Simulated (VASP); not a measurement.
MgSe:

```
Mg Se
1.0
     0.00000    2.75218    2.75218
     2.75218    0.00000    2.75218
     2.75218    2.75218    0.00000
Mg Se
1 1
Direct
  0.00000 0.00000 0.00000
  0.50000 0.50000 0.50000
```

The cell was built by a generator and needn't be a form met in nature.

Base run:

- Program: VASP 6.6.1
- Functional: r2SCAN
- Potentials or basis: VASP PAW PBE potentials, release 64 (Mg, Se)
- Cutoff: 520 eV
- k mesh: 8 × 8 × 8
- Occupations: gaussian, width 0.02 eV
- Spin: no spin polarisation

Its results: band gap on the k mesh 2.41 eV, indirect (least direct gap 3.29 eV); pressure -1.4 GPa.

After a change of settings the same cell gave: band gap on the k mesh 3.28 eV, indirect (least direct gap 4.03 eV); pressure -1.6 GPa. Which change was it?
A. functional from r2SCAN to HSE06; k mesh from 8 × 8 × 8 to 6 × 6 × 6
B. functional from r2SCAN to PBE0; k mesh from 8 × 8 × 8 to 6 × 6 × 6
C. further incar settings from ALGO = Normal; EDIFF = 1e-07; NBANDS = 11 to ALGO = Normal; EDIFF = 1e-07

B.

Caveats: the PAW data sets were made with another functional, which shifts forces and pressure a little.

Runs at the PBE level aren't shown here.
